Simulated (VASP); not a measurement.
Wanted: the native input for a VASP 6.6.1 run.

```yaml
Task: relaxation of cell and atoms
Functional: PBEsol
Potentials_or_basis: VASP PAW PBE potentials, release 64 (Ni, Sb)
Cutoff: 600 eV
k_mesh: 12 × 12 × 8
Occupations: gaussian, width 0.1 eV
Spin: no spin polarisation
Further_INCAR_settings: ALGO = Normal; EDIFF = 1e-07; IBRION = 2; EDIFFG = -0.005; NSW = 90; ISIF = 3
```

The structure of NiSb lies in POSCAR:

```
NiSb
1.0
    3.9296697700      0.0000000000      0.0000000000
   -1.9648348800      3.4031938500      0.0000000000
    0.0000000000      0.0000000000      5.1161871700
Ni Sb
2 2
Direct
    0.0000000000      0.0000000000      0.0000000000
    0.0000000000      0.0000000000      0.5000000000
    0.3333333300      0.6666666700      0.2500000000
    0.6666666700      0.3333333300      0.7500000000
```

The cell is a database's computed one.

These files were run (other wordings do the same):

INCAR

```
SYSTEM = NiSb
PREC = Accurate
ENCUT = 600
EDIFF = 1E-7
ISMEAR = 0
SIGMA = 0.1
LREAL = .FALSE.
LASPH = .TRUE.
NELM = 150
ALGO = Normal
ISIF = 3
LWAVE = .FALSE.
LCHARG = .FALSE.
GGA = PS
IBRION = 2
NSW = 90
EDIFFG = -0.005
```

KPOINTS

```
regular mesh
0
G
  12 12 8
  0 0 0
```

Potentials or basis: VASP PAW PBE potentials, release 64 (Ni, Sb).

Launch:

```bash
$ cat potpaw_PBE.64/Ni/POTCAR potpaw_PBE.64/Sb/POTCAR > POTCAR
$ mpirun -np 1 vasp_std > vasp.out
```

Results of the run:

* Relaxed volume: 16.84 Å³/atom
* Relaxed cell: a = 3.915 Å, b = 3.915 Å, c = 5.074 Å, α = 90.00°, β = 90.00°, γ = 120.00°
* Space group after relaxing (to 0.05 Å): P6_3/mmc (No. 194)
* Energy gained by relaxing: 1.8 meV/atom
* Ionic steps: 7
* Pressure after relaxing: 0.0 GPa
* Band gap on the k mesh: none (metal or under the smearing width)

Caveat: the PAW data sets were made with another functional, which shifts forces and pressure a little.

It took 6.7 min on 1 thread of Intel(R) Xeon(R) Platinum 8375C CPU @ 2.90GHz (Ice Lake), with other jobs on the host, peak memory 0.32 GiB.
